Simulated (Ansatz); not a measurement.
# Hf (P6_3/mmc) in Ansatz: settings compared, part 2 of 2

Ansatz 0.2.0. Earlier steps stand in the parts before.

### 3 Relaxation of cell and atoms, RPBE

input.yaml

```yaml
crystal:
  lattice:
    - [3.1967, 0.0, 0.0]
    - [-1.59835, 2.7684234083, 0.0]
    - [0.0, 0.0, 5.0578]
  atoms:
    - { symbol: Hf, position: [0.6666666667, 0.3333333333, 0.75] }
    - { symbol: Hf, position: [0.3333333333, 0.6666666667, 0.25] }
hamiltonian:
  xc: rpbe
  pseudopotentials: { kind: paw }
kpoints:
  mp_grid: { grid: [10, 10, 5] }
scf:
  occupations: { method: fermi_dirac, width: 0.05 }
output:
  forces: true
  stress: true
  write_density: true
  write_potential: true
  elf: true
  volumetric_format: npy
relax:
  f_tol: 0.01
  max_steps: 40
  cell: { stress_tol: 0.05 }
```

Potentials or basis: Ansatz PAW.

Launch:

```console
$ ansatz run input.yaml --threads 2 --pin off --max-ram 5632MiB --backend cpu --events-out ev --progress --plain --runs-dir out
```

The program printed:

```text
Warning: RAYON_NUM_THREADS=2 ignored (pool sized by the plan → 2); use --threads N
Engine: ansatz 0.2.0, x86_64-unknown-linux-gnu
Pseudopotentials: kind: paw
Pseudopotential: Hf, paw, valence charge 26, recommended cutoff 420 eV (normal), Hf.paw.azcp
Functional definition: RPBE
  parameter kappa = 0.804
  parameter beta = 0.06672455060314922
  exchange = rpbe_x(kappa = kappa, mu = beta*pi^2/3)
  correlation = pbe_c(beta = beta)
Crystal: 2 atoms, lattice volume = 44.761 Å³
Basis set: ecut = 420 eV, 881 PW (Γ), exchange–correlation on 48×48×72 points (8 copies of the dense FFT grid, shifted against one another)
Bands: 32, of which v1, the nominal top of the filled ones, is band 26 counted from 1 (25 counted from 0)
Symmetry: 24 space group operations
Space group: P63/mmc (ITA 194), of the structure as read, at distance tolerance 3.6e-5 Å
k-points: 42 of 500
Non-local potential: Hf, projectors of the file, l = 0: 3, l = 1: 2, l = 2: 2, l = 3: 3
PAW form: soft (Blöchl's): semilocal exchange-correlation on the pseudo side does not see the compensation charge
PAW frozen core: Hf, regenerated for the run's functional, and the local potential with it (the file was generated under x = pbe(κ = 0.804, μ = 0.2195149727645171), c = pbe(β = 0.06672455060314922))
PAW one-centre angular grid: Hf, 590 points (default); XC on 64 Gauss nodes
Initial density: superposition of atomic densities (neutral atoms: chi_scale 0, normalization atom), corrected by the library's trained network
Initial wavefunctions: pseudopotential atomic-orbital guess
Functional: x = rpbe, c = pbe(β = 0.06672455060314922)
SCF iter   1: F=—  HF=-31467.564862 eV  |F-HF|=—  |Δ(HF+E_count)|=         —  Δρ=3.99e-3  dr2=3.47e-3  ethr=1.77e-3  ⟨swp⟩=4.7  Hψ=4475  notcnv=0
preconditioner: auto → Kerker (q_TF=auto, 2.797 Å⁻¹)  [metal: Δε(μ)=0.025 eV  Ē_g=17.623 eV  σ=0.050 eV  W_gap=0.12  n_scr=22 (ndim 8)  ℏωp=38.5 eV  f_vac=0.000  D(μ)=1.29/eV (n_scr^D=8)]
SCF iter   2: F=—  HF=-31467.565919 eV  |F-HF|=—  |Δ(HF+E_count)|=   1.06e-3  Δρ=2.54e-3  dr2=1.59e-3  ethr=6.68e-6  ⟨swp⟩=2.2  Hψ=2049  notcnv=0
SCF iter   3: F=—  HF=-31467.566677 eV  |F-HF|=—  |Δ(HF+E_count)|=   7.58e-4  Δρ=4.74e-4  dr2=6.81e-5  ethr=3.06e-6  ⟨swp⟩=2.0  Hψ=2091  notcnv=0
SCF iter   4: F=—  HF=-31467.566533 eV  |F-HF|=—  |Δ(HF+E_count)|=   1.44e-4  Δρ=3.16e-4  dr2=2.76e-5  ethr=1.31e-7  ⟨swp⟩=2.5  Hψ=2568  notcnv=0
SCF iter   5: F=—  HF=-31467.566569 eV  |F-HF|=—  |Δ(HF+E_count)|=   3.63e-5  Δρ=3.56e-5  dr2=3.83e-7  ethr=5.32e-8  ⟨swp⟩=3.0  Hψ=2365  notcnv=0
SCF iter   6: F=—  HF=-31467.566570 eV  |F-HF|=—  |Δ(HF+E_count)|=   5.68e-7  Δρ=1.92e-5  dr2=6.36e-8  ethr=1.92e-10  ⟨swp⟩=9.7  Hψ=11290  notcnv=0
SCF iter   7: F=-31467.566570 eV  HF=-31467.566570 eV  |F-HF|=1.01e-8  |Δ(HF+E_count)|=   1.26e-7  Δρ=5.59e-6  dr2=1.20e-8  ethr=1.22e-10  ⟨swp⟩=8.5  Hψ=9560  notcnv=0
SCF 1 converged in 7 iterations: F = -31467.566570 eV  dr2 = 1.20e-8
  Residual-converged pass: ⟨swp⟩=1.0  Hψ=1513  notcnv=0  max |occ|·‖R‖ = 7.0e-9 eV (tolerance 1.0e-8 eV)  dr2=1.20e-8  dr2_onsite=9.01e-9  max |Δocc| = 7.2e-11
[... 36 lines left out ...]
SCF 4 converged in 3 iterations: F = -31467.581791 eV  dr2 = 6.99e-8
relax step   4: F+E_penalty+E_count = -31467.58179124 eV  Δ(F+E_penalty+E_count) = -8.321e-5 eV  max|allowed force component| = 1.295e-16 eV/Å  Δτ_max = 0.0000 Å  P = -0.009 GPa  Ω = 46.245 Å³  energy of the carried Pulay correction = -4.767e-4 eV  (3 SCF iters, dr2 threshold 1.46e-7 eV, accepted)
Initial wavefunctions: pseudopotential atomic-orbital guess (no wavefunctions were taken with the density)
iter 1 solved again at ethr=7.62e-9 eV; its pass at ethr=3.10e-3 eV (dr2=3.96e-6 eV) is discarded
SCF iter   1: F=—  HF=-31467.582223 eV  |F-HF|=—  |Δ(HF+E_count)|=         —  Δρ=4.42e-5  dr2=1.92e-7  ethr=7.62e-9  ⟨swp⟩=3.9  Hψ=8960  notcnv=0
SCF iter   2: F=—  HF=-31467.582266 eV  |F-HF|=—  |Δ(HF+E_count)|=   4.30e-5  Δρ=3.43e-5  dr2=3.54e-7  ethr=3.70e-10  ⟨swp⟩=3.0  Hψ=3041  notcnv=0
SCF iter   3: F=—  HF=-31467.582266 eV  |F-HF|=—  |Δ(HF+E_count)|=   6.78e-8  Δρ=1.93e-5  dr2=1.05e-7  ethr=3.70e-10  ⟨swp⟩=2.0  Hψ=2333  notcnv=0
SCF iter   4: F=—  HF=-31467.582266 eV  |F-HF|=—  |Δ(HF+E_count)|=  9.50e-10  Δρ=3.16e-6  dr2=4.50e-9  ethr=2.02e-10  ⟨swp⟩=3.0  Hψ=2401  notcnv=0
SCF iter   5: F=—  HF=-31467.582266 eV  |F-HF|=—  |Δ(HF+E_count)|=  2.91e-11  Δρ=9.27e-7  dr2=4.41e-10  ethr=8.65e-12  ⟨swp⟩=2.1  Hψ=2440  notcnv=0
SCF iter   6: F=—  HF=-31467.582266 eV  |F-HF|=—  |Δ(HF+E_count)|=  2.07e-10  Δρ=2.07e-7  dr2=2.79e-11  ethr=1.00e-12  ⟨swp⟩=2.1  Hψ=2436  notcnv=0
SCF iter   7: F=-31467.582266 eV  HF=-31467.582266 eV  |F-HF|=0.00e0  |Δ(HF+E_count)|=  1.46e-11  Δρ=4.11e-8  dr2=1.16e-12  ethr=1.00e-12  ⟨swp⟩=6.5  Hψ=6792  notcnv=0
SCF 5 converged in 7 iterations: F = -31467.582266 eV  dr2 = 1.16e-12
relax step   5: F+E_penalty+E_count = -31467.58226609 eV  Δ(F+E_penalty+E_count) = -4.748e-4 eV  max|allowed force component| = 1.110e-16 eV/Å  Δτ_max = 0.0000 Å  P = -0.011 GPa  Ω = 46.245 Å³  stress off target by 2.48e-2 GPa  SCF on the basis re-selected at this cell (its energy is not comparable with the rows above)  (7 SCF iters)
basis re-selected at this cell: Δ(F+E_penalty+E_count) = -4.748e-4 eV, ΔP = -0.002 GPa vs the last step (what re-selecting the basis moved, of the pressure what is left beyond the Pulay correction that the steps carried, after the strain that the cell walked since its last selection, with what the two solves' SCF thresholds leave and, on support functions, any second-order correction that the steps lacked; it is no measure of the basis error at this ecutwfc). This SCF's stress stands 2.48e-2 GPa from its target on what of the cell is left free (relax.cell.stress_tol is 5.00e-2 GPa) and its largest allowed force component is 1.11e-16 eV/Å (relax.f_tol is 1.00e-2 eV/Å): within both
SCF converged after 7 iterations
Free energy (F): -31467.582266 eV
Harris-Foulkes:  -31467.582266 eV  (|F-HF|=0.00e0)
Internal energy: -31467.569688 eV  (E = F + TS)
E sigma→0 (E₀):  -31467.575977 eV
Entropy (-TS):   -0.012578 eV (-6.289 meV/atom)
Fermi energy:    19.301817 eV
--- Per-component energies (eV) ---
  E_band       = 36.238613
  E_kinetic    = 846.059473
  E_local      = -10315.934721  (includes V_loc(G=0)·N_el)
  E_nonlocal   = -2492.270841
  E_hartree    = 4840.939507
  E_xc         = -600.332834
  E_vxc        = -531.081656  (∫ρ·V_xc dr)
  E_paw        = -13879.128487  (= ΣΔE_a)
  E_vpaw       = 2847.587335  (= ΣTr[D̂ρ^β])
  E_aug_tail   = -0.000002  (compensation charges beyond the density's cutoff)
  E_ewald      = -9866.529828
  E_core_change = -0.371954  (= ΣΔE_core)
  E_smearing   = -0.012578  (= −TS)
  E_closure    = -0.000000  (closes the sum)
  Σ components = -31467.582266   (vs F -31467.582266, Δ=0.00e0)
--- Forces (eV/Å), atoms counted from 1 ---
  atom   1  Hf    -0.00000000    -0.00000000    -0.00000000
  atom   2  Hf     0.00000000     0.00000000     0.00000000
  max |Σ_I F_I| component: 3.70e-17 eV/Å
--- Stress (GPa, compression-positive) ---
       -0.004213       0.000000       0.000000
        0.000000      -0.004213      -0.000000
        0.000000      -0.000000      -0.024820
  P = ⅓ Tr σ = -0.0111 GPa (-0.111 kbar)
--- Band table (eV; the first three rows and the last of 42) ---
  k-point 0: bands = ["-42.7389", "-42.6770", "-11.8121", "-11.1479", "-11.1479", "-11.0326", "-11.0308", "-11.0308", "7.3053", "7.3374", "7.3374", "7.3379", "7.3379", "7.3413", "7.3476", "7.3489", "7.3489", "7.3550", "7.3721", "7.3721", "7.4136", "7.4169", "12.0329", "15.7041", "19.8093", "20.4824", "20.4824", "20.7884", "21.2803", "21.2803", "21.8718", "21.8718"]
  k-point 1: bands = ["-42.7330", "-42.6830", "-11.7418", "-11.1368", "-11.1368", "-11.1116", "-11.0421", "-11.0421", "7.3070", "7.3251", "7.3251", "7.3383", "7.3397", "7.3397", "7.3447", "7.3549", "7.3549", "7.3586", "7.3773", "7.3773", "7.4139", "7.4166", "12.3839", "15.4660", "19.4362", "20.3230", "20.3230", "20.4830", "21.0089", "21.0089", "22.4073", "22.4073"]
  k-point 2: bands = ["-42.7176", "-42.6985", "-11.5540", "-11.3135", "-11.1077", "-11.1077", "-11.0715", "-11.0715", "7.3132", "7.3212", "7.3212", "7.3245", "7.3270", "7.3270", "7.3519", "7.3579", "7.3707", "7.3707", "7.3790", "7.3790", "7.4147", "7.4157", "13.3418", "14.5770", "19.2766", "19.7988", "20.2717", "20.2717", "20.5408", "20.5408", "23.4558", "23.4558"]
  k-point 41: bands = ["-42.6759", "-42.6735", "-11.6304", "-11.6189", "-11.4491", "-11.3781", "-11.1755", "-11.1543", "7.3267", "7.3330", "7.3356", "7.3397", "7.3430", "7.3457", "7.3539", "7.3547", "7.3561", "7.3588", "7.3611", "7.3638", "7.3966", "7.3968", "17.2167", "17.3063", "18.0706", "18.2607", "18.9635", "19.2169", "21.3960", "22.2449", "24.2368", "24.5520"]
--- Relaxed structure (4 steps of the walk, 3 accepted, 1 SCFs on fresh bases) ---
  F+E_penalty+E_count = -31467.58226609 eV   max|allowed force component| = 1.110e-16 eV/Å   (the final SCF, on the basis selected at the relaxed cell)
  cell:  # Å, volume = 46.2447 Å³
    - [3.235491336060041, -1.3871827248260572e-33, 5.779928020108571e-35]
    - [-1.6177456680300204, 2.8020176907524497, 1.0586066362608008e-18]
    - [9.144968229732998e-35, 1.934032427571939e-18, 5.100945868154306]
  atoms:
    - { symbol: Hf, position: [0.6666666666666666, 0.3333333333333333, 0.7499999999999999] }
    - { symbol: Hf, position: [0.3333333333333333, 0.6666666666666666, 0.24999999999999994] }
```

rho_z.tsv:

```text
# z_ang	rho[e/angstrom^3]
# format = ansatz-planar-average/11
# lattice	3.235491336	-0.000000000	0.000000000
# lattice	-1.617745668	2.802017691	0.000000000
# lattice	0.000000000	0.000000000	5.100945868
# sites	2
# site	72	1.617745668	0.934005897	3.825709401
# site	72	-0.000000000	1.868011794	1.275236467
0.000000	1.829876e-1
0.141693	1.905845e-1
0.283386	2.219645e-1
0.425079	3.071201e-1
0.566772	5.033043e-1
0.708465	8.809803e-1
[... 28 lines left out ...]
4.817560	2.219645e-1
4.959253	1.905845e-1
```

v_z.tsv:

```text
# z_ang	v_es[eV]	v_tot[eV]
# format = ansatz-planar-average/11
# xc	rpbe
# density_cutoff_ev	1680
# datasets	Hf=:simpson_from_first_knot:soft:shift=426175
# lattice	3.235491336	-0.000000000	0.000000000
# lattice	-1.617745668	2.802017691	0.000000000
# lattice	0.000000000	0.000000000	5.100945868
# sites	2
# site	72	1.617745668	0.934005897	3.825709401
# site	72	-0.000000000	1.868011794	1.275236467
0.000000	1.869733e1	9.425050e0
0.141693	1.836247e1	9.100445e0
0.283386	1.733967e1	7.919994e0
0.425079	1.554506e1	5.657457e0
0.566772	1.312323e1	2.521605e0
0.708465	1.056078e1	-8.964728e-1
[... 28 lines left out ...]
4.817560	1.733967e1	7.919994e0
4.959253	1.836247e1	9.100445e0
```

Wall time 14 s (2 threads of Intel Xeon at 2.50GHz (Skylake/Cascade Lake), shared host); peak memory 0.4 GiB.

What came out:

- Free energy: -31467.5823 eV
- Relaxed volume: 23.12 Å³/atom
- Relaxed cell: a = 3.235 Å, b = 3.235 Å, c = 5.101 Å, α = 90.00°, β = 90.00°, γ = 120.00°
- Space group after relaxing (to 0.05 Å): P6_3/mmc (No. 194)
- Energy gained by relaxing: 7.8 meV/atom
- Ionic steps: 4
- Pressure after relaxing: 0.0 GPa
- Band gap on the k mesh: none (metal or under the smearing width)

The path:
```
step  energy change (eV)  largest force (eV/Å)  volume (Å³)
   1              0.0000                0.0000        44.76
   2             -0.0151                0.0000        46.33
   3             -0.0152                0.0000        46.24
   4             -0.0157                0.0000        46.24
```

Final structure:
```yaml
crystal:
  lattice:
    - [3.23549, 0.00000, 0.00000]
    - [-1.61775, 2.80202, 0.00000]
    - [0.00000, 0.00000, 5.10095]
  atoms:
    - { symbol: Hf, position: [0.66667, 0.33333, 0.75000] }
    - { symbol: Hf, position: [0.33333, 0.66667, 0.25000] }
```

Caveat: the plane-wave basis is chosen anew once the cell has moved, so the energies of steps on either side of that aren't comparable; the PAW data sets come from PBE, with cores solved anew for the run's functional, which leaves a small shift of forces and pressure. The run has no spin-orbit coupling, so splittings on Hf are missing.
